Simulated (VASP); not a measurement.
# Ca (Im-3m) in VASP: reference runs

Aim: a first look at Ca with PBE, on the cell as given and on a disturbed one.

Everything below comes from runs of VASP 6.6.1. Logs are shortened: lines on timing, memory, paths and dates and some standing lists are left out, and cuts for length are marked.

## 1. Starting point

The structure is cubic, space group Im-3m (No. 229). The conventional cell has a = 4.480 Å, b = 4.480 Å, c = 4.480 Å, α = 90.00°, β = 90.00°, γ = 90.00°. Around Ca (site symmetry m-3m) lie 8 Ca at 3.88 Å.

This isn't the form of Ca at room conditions, which is fcc.

## 2. Single point, PBE

The input, INCAR:

```
SYSTEM = Ca
PREC = Accurate ; ENCUT = 520
EDIFF = 1E-7 ; ISMEAR = -1
SIGMA = 0.05 ; LREAL = .FALSE.
LASPH = .TRUE. ; NELM = 60
ALGO = Normal ; ISIF = 2
LWAVE = .FALSE. ; LCHARG = .TRUE.
GGA = PE ; LELF = .TRUE.
LVHAR = .TRUE. ; NBANDS = 11
```

The input, KPOINTS:

```
Automatic mesh
0
G
  8 8 8
  0 0 0
```

The input, POSCAR:

```
Ca
1.0
   -2.2400000000      2.2400000000      2.2400000000
    2.2400000000     -2.2400000000      2.2400000000
    2.2400000000      2.2400000000     -2.2400000000
Ca
1
Direct
    0.0000000000      0.0000000000      0.0000000000
```

Potentials or basis: VASP PAW PBE potentials, release 64 (Ca_sv).

Command:

```sh
> cat potpaw_PBE.64/Ca_sv/POTCAR > POTCAR
> mpirun -np 1 vasp_std > vasp.out
```

OUTCAR:

```text
SYSTEM = Ca
   PREC = Accurate
   ENCUT = 520
   EDIFF = 1E-7
   ISMEAR = -1
   LREAL = .FALSE.
   LASPH = .TRUE.
   NELM = 60
   ISIF = 2
   GGA = PE

 ion  position               nearest neighbor table
   1  0.000  0.000  0.000-

  LATTYP: Found a body centered cubic cell.
 ALAT       =     4.4800000000

  Lattice vectors:

 A1 = (  -2.2400000000,   2.2400000000,   2.2400000000)
 A2 = (   2.2400000000,  -2.2400000000,   2.2400000000)
 A3 = (   2.2400000000,   2.2400000000,  -2.2400000000)

Analysis of symmetry for initial positions (statically):
=====================================================================
 Subroutine PRICEL returns:
 Original cell was already a primitive cell.

 Routine SETGRP: Setting up the symmetry group for a
 body centered cubic supercell.

 Subroutine GETGRP returns: Found 48 space group operations
 (whereof 48 operations were pure point group operations)
 out of a pool of 48 trial point group operations.

The static configuration has the point symmetry O_h .

Analysis of symmetry for dynamics (positions and initial velocities):
=====================================================================
 Subroutine PRICEL returns:
 Original cell was already a primitive cell.

 Routine SETGRP: Setting up the symmetry group for a
 body centered cubic supercell.

 Subroutine GETGRP returns: Found 48 space group operations
 (whereof 48 operations were pure point group operations)
 out of a pool of 48 trial point group operations.

The dynamic configuration has the point symmetry O_h .

 Subroutine INISYM returns: Found 48 space group operations
 (whereof 48 operations are pure point group operations),
 and found     1 'primitive' translations

----------------------------------------------------------------------------------------

                                     Primitive cell

  volume of cell :      44.9577

  direct lattice vectors                    reciprocal lattice vectors
    -2.240000000  2.240000000  2.240000000     0.000000000  0.223214286  0.223214286
     2.240000000 -2.240000000  2.240000000     0.223214286  0.000000000  0.223214286
     2.240000000  2.240000000 -2.240000000     0.223214286  0.223214286  0.000000000

  length of vectors
     3.879793809  3.879793809  3.879793809     0.315672670  0.315672670  0.315672670

  position of ions in fractional coordinates (direct lattice)
     0.000000000  0.000000000  0.000000000

  ion indices of the primitive-cell ions
   primitive index   ion index
                 1           1

----------------------------------------------------------------------------------------

 KPOINTS: Automatic mesh

Automatic generation of k-mesh.
 Grid dimensions read from file:
 generate k-points for:    8    8    8

 Generating k-lattice:

  Cartesian coordinates                     Fractional coordinates (reciprocal lattice)
     0.000000000  0.027901786  0.027901786     0.125000000  0.000000000  0.000000000
     0.027901786  0.000000000  0.027901786     0.000000000  0.125000000  0.000000000
     0.027901786  0.027901786  0.000000000     0.000000000  0.000000000  0.125000000

  Length of vectors
     0.039459084  0.039459084  0.039459084

  Shift w.r.t. Gamma in fractional coordinates (k-lattice)
     0.000000000  0.000000000  0.000000000

 Subroutine IBZKPT returns following result:
 ===========================================

 Found     29 irreducible k-points:

 Following reciprocal coordinates:
            Coordinates               Weight
  0.000000  0.000000  0.000000      1.000000
  0.125000  0.000000  0.000000     12.000000
  0.250000  0.000000  0.000000     12.000000
  0.375000  0.000000  0.000000     12.000000
  0.500000  0.000000  0.000000      6.000000
  0.125000  0.125000  0.000000     24.000000
[... 21 lines left out ...]
  0.500000  0.500000  0.375000     12.000000
  0.500000  0.500000  0.500000      1.000000
   k-points           NKPTS =     29   k-points in BZ     NKDIM =     29   number of bands    NBANDS=     11
   number of dos      NEDOS =    301   number of ions     NIONS =      1
   total plane-waves  NPLWV =  27000
   dimension x,y,z NGX =    30 NGY =   30 NGZ =   30
   dimension x,y,z NGXF=    60 NGYF=   60 NGZF=   60
   ions per type =               1
   NGX,Y,Z   is equivalent  to a cutoff of  12.85, 12.85, 12.85 a.u.
   NGXF,Y,Z  is equivalent  to a cutoff of  25.71, 25.71, 25.71 a.u.
 SYSTEM =  Ca
   PREC   = accura    normal or accurate (medium, high low for compatibility)
   ISTART =      0    job   : 0-new  1-cont  2-samecut
   ICHARG =      2    charge: 1-file 2-atom 10-const
   ISPIN  =      1    spin polarized calculation?
   LNONCOLLINEAR =      F non collinear calculations
   LSORBIT =      F    spin-orbit coupling
   LASPH  =      T    aspherical Exc in radial PAW
   ENCUT  =  520.0 eV  38.22 Ry    6.18 a.u.   7.21  7.21  7.21*2*pi/ulx,y,z
   NELM   =     60;   NELMIN=  2; NELMDL= -5     # of ELM steps
   EDIFF  = 0.1E-06   stopping-criterion for ELM
   LREAL  =      F    real-space projection
   EDIFFG = 0.1E-05   stopping-criterion for IOM
   NSW    =      0    number of steps for IOM
   IBRION =     -1    ionic relax: 0-MD 1-quasi-New 2-CG
   NFREE  =      0    steps in history (QN), initial steepest desc. (CG)
   ISIF   =      2    stress and relaxation
   ISYM   =      2    0-nonsym 1-usesym 2-fastsym
   POTIM  = 0.5000    time-step for ionic-motion
   TEBEG  =    0.0;   TEEND  =   0.0 temperature during run
   PSTRESS=    0.0 pullay stress
   NELECT =      10.0000    total number of electrons
   NUPDOWN=      -1.0000    fix difference up-down
   EMIN   =  10.00;   EMAX   =-10.00  energy-range for DOS
   EFERMI =   0.00;   METHOD = LEGACY
   ISMEAR =    -1;   SIGMA  =   0.05  broadening in eV -4-tet -1-fermi 0-gaus
   EFERMI_NEDOS =   21; number of points for ismear=-14 and -15
   IALGO  =     38    algorithm
   IMIX   =      4    mixing-type and parameters
     AMIX     =   0.40;   BMIX     =  1.00
     AMIX_MAG =   1.60;   BMIX_MAG =  1.00
  volume/ion in A,a.u.               =      44.96       303.39
  Fermi-wavevector in a.u.,A,eV,Ry     =   0.991913  1.874443 13.386649  0.983891
  Thomas-Fermi vector in A             =   2.123688
   LORBIT       =      0    0 simple, 1 ext, 2 COOP (PROOUT), +10 PAW based schemes
   GGA     = PE    functional components
   LHFCALC =     F    Hartree Fock is set to
   AEXX    =    0.0000 exact exchange contribution
   IVDW    =     0    specifies the selected vdW correction
   LEPSILON=     F    determine dielectric tensor
   LRPA    =     F    only Hartree local field effects (RPA)
 non-spin polarized calculation
  energy-cutoff  :      520.00
  volume of cell :       44.96
 maximum number of plane-waves:      1264
 NGX is ok and might be reduce to    30

 number of electron      10.0000001 magnetization

 Free energy of the ion-electron system (eV)
  ---------------------------------------------------
  ext. energy  EPLUGINS =         0.00000000
  ---------------------------------------------------
  free energy    TOTEN  =        -1.90980493 eV

  energy without entropy =       -1.89658369  energy(sigma->0) =       -1.90319431

 E-fermi :   1.7391     XC(G=0):  -7.5422

 val. band max:        1.7211115266   @ k =   0.5000   0.5000   0.2500
 cond. band min:       1.7500542316   @ k =   0.5000   0.5000   0.2500
 fundamental gap:      0.0289427050
 Fermi energy:         1.7391347926

 k-point     1 :       0.0000    0.0000    0.0000
  band No.  band energies     occupation
      1     -40.4467      2.00000
      2     -21.3688      2.00000
      3     -21.3688      2.00000
      4     -21.3688      2.00000
      5      -2.1918      2.00000
      6       3.9661      0.00000
      7       3.9661      0.00000
      8       3.9661      0.00000
      9       4.9559      0.00000
     10       4.9559      0.00000
     11      11.6487      0.00000

 k-point     2 :       0.1250    0.0000    0.0000
  band No.  band energies     occupation
      1     -40.4451      2.00000
      2     -21.3853      2.00000
      3     -21.3744      2.00000
      4     -21.3688      2.00000
      5      -1.9252      2.00000
      6       3.8118      0.00000
      7       3.8411      0.00000
      8       4.1621      0.00000
      9       4.8072      0.00000
     10       4.9630      0.00000
     11      11.0964      0.00000

 k-point     3 :       0.2500    0.0000    0.0000
  band No.  band energies     occupation
      1     -40.4412      2.00000
      2     -21.4247      2.00000
      3     -21.3878      2.00000
      4     -21.3686      2.00000
      5      -1.1647      2.00000
      6       3.2721      0.00000
      7       3.4779      0.00000
      8       4.7127      0.00000
      9       4.7822      0.00000
     10       5.0157      0.00000
     11       9.1448      0.00000

 k-point     4 :       0.3750    0.0000    0.0000
  band No.  band energies     occupation
      1     -40.4373      2.00000
      2     -21.4637      2.00000
      3     -21.4012      2.00000
      4     -21.3685      2.00000
      5      -0.0479      2.00000
      6       2.4383      0.00000
      7       3.1855      0.00000
      8       4.8671      0.00000
      9       5.1306      0.00000
     10       5.4606      0.00000
     11       7.3953      0.00000

 k-point     5 :       0.5000    0.0000    0.0000
  band No.  band energies     occupation
      1     -40.4357      2.00000
      2     -21.4796      2.00000
      3     -21.4067      2.00000
      4     -21.3685      2.00000
      5       0.8912      2.00000
      6       1.6865      1.48246
      7       3.0739      0.00000
      8       4.8484      0.00000
      9       5.2033      0.00000
     10       5.9000      0.00000
     11       6.7564      0.00000
[... 281 lines left out ...]
 k-point    26 :      -0.3750    0.5000    0.2500
  band No.  band energies     occupation
      1     -40.4306      2.00000
      2     -21.4560      2.00000
      3     -21.4410      2.00000
      4     -21.4151      2.00000
      5       1.5807      1.91923
      6       2.1129      0.00113
      7       3.4284      0.00000
      8       4.5481      0.00000
      9       4.9937      0.00000
     10       5.9324      0.00000
     11       6.7537      0.00000

 k-point    27 :      -0.3750    0.3750    0.3750
  band No.  band energies     occupation
      1     -40.4297      2.00000
      2     -21.4462      2.00000
      3     -21.4373      2.00000
      4     -21.4373      2.00000
      5       1.4135      1.99703
      6       2.2237      0.00012
      7       4.3574      0.00000
      8       4.3574      0.00000
      9       4.7047      0.00000
     10       5.4050      0.00000
     11       7.3741      0.00000

 k-point    28 :       0.5000    0.5000    0.3750
  band No.  band energies     occupation
      1     -40.4284      2.00000
      2     -21.4541      2.00000
      3     -21.4435      2.00000
      4     -21.4380      2.00000
      5       1.8321      0.26948
      6       1.9425      0.03365
      7       4.3180      0.00000
      8       4.5625      0.00000
      9       5.4540      0.00000
     10       5.7222      0.00000
     11       6.3073      0.00000

 k-point    29 :       0.5000    0.5000    0.5000
  band No.  band energies     occupation
      1     -40.4272      2.00000
      2     -21.4498      2.00000
      3     -21.4498      2.00000
      4     -21.4498      2.00000
      5       1.8771      0.11907
      6       1.8771      0.11907
      7       5.4386      0.00000
      8       5.4386      0.00000
      9       5.4386      0.00000
     10       5.6926      0.00000
     11       5.6926      0.00000

------------------------ aborting loop because EDIFF is reached ----------------------------------------

  FORCE on cell =-STRESS in cart. coord.  units (eV):
  Direction    XX          YY          ZZ          XY          YZ          ZX
  --------------------------------------------------------------------------------------
  -------------------------------------------------------------------------------------
  Total       -0.2704235     -0.2704235     -0.2704235     -0.0000000     -0.0000000      0.0000000
  in kB       -9.6372015     -9.6372015     -9.6372015     -0.0000000     -0.0000000      0.0000000
  external PRESSURE =      -9.6372015 kB  Pullay stress =       0.0000000 kB

 VOLUME and BASIS-vectors are now :
 -----------------------------------------------------------------------------
  energy-cutoff  :      520.00
  volume of cell :       44.96
      direct lattice vectors                 reciprocal lattice vectors
    -2.240000000  2.240000000  2.240000000     0.000000000  0.223214286  0.223214286
     2.240000000 -2.240000000  2.240000000     0.223214286  0.000000000  0.223214286
     2.240000000  2.240000000 -2.240000000     0.223214286  0.223214286  0.000000000

 POSITION                                       TOTAL-FORCE (eV/Angst)
 -----------------------------------------------------------------------------------
      0.00000      0.00000      0.00000        -0.000000     -0.000000      0.000000
 -----------------------------------------------------------------------------------
    total drift:                               -0.000000     -0.000000      0.000000

  FREE ENERGIE OF THE ION-ELECTRON SYSTEM (eV)
  ---------------------------------------------------
  free  energy   TOTEN  =        -1.9098049295 eV

  energy  without entropy=       -1.8965836885  energy(sigma->0) =       -1.90319431
```

Wall time 16 s (1 thread of Intel Xeon Platinum 8488C (Sapphire Rapids), shared host); peak memory 0.16 GiB.

What came out:

```
Free energy            : -1.9098 eV
Pressure               : -1.0 GPa
Band gap on the k mesh : none (metal or under the smearing width)
```

Levels at points of the mesh, in eV from the Fermi level:
| k point | band 2 | band 3 | band 4 | band 5 | band 6 | band 7 | band 8 | band 9 |
| --- | --- | --- | --- | --- | --- | --- | --- | --- |
| (0.00, 0.00, 0.00) | -23.11 | -23.11 | -23.11 | -3.93 | 2.23 | 2.23 | 2.23 | 3.22 |
| (0.50, 0.00, 0.00) | -23.22 | -23.15 | -23.11 | -0.85 | -0.05 | 1.33 | 3.11 | 3.46 |
| (0.50, 0.50, 0.50) | -23.19 | -23.19 | -23.19 | 0.14 | 0.14 | 3.70 | 3.70 | 3.70 |

(Part 1 of 2 ends here.)
